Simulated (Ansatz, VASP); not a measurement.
# One calculation of C, two programs

```
C
1.0
     2.43393    0.00000    0.00000
    -1.21696    2.10784    0.00000
     0.00000    0.00000    2.21070
C
2
Cartesian
  0.0000 1.4052 0.5527
  1.2170 0.7026 1.6580
```

Alike in both runs: functional PBE; k mesh 22 × 22 × 12; occupations fermi-dirac, width 0.1 eV; no spin polarisation.

Ansatz relaxed the structure, and its values are those at the end. VASP's run is a single point on that final structure, the one shown.

```csv
,VASP,Ansatz
version,VASP 6.6.1,Ansatz 0.2.0
potentials or method,"VASP PAW PBE potentials, release 64 (C)","PAW with Ansatz's default frozen-core files, scalar-relativistic"
plane-wave cutoff (eV),520,420
valence electrons in the cell,8,8
```

VASP gave:

| Property | Result |
| --- | --- |
| pressure (GPa) | 21.2 |

What did Ansatz give for the same quantities?

Pressure (GPa): 21.0.

Caveats: so large a pressure means that the cell lies far from this level's equilibrium, or that cutoff or potentials fall short (VASP).
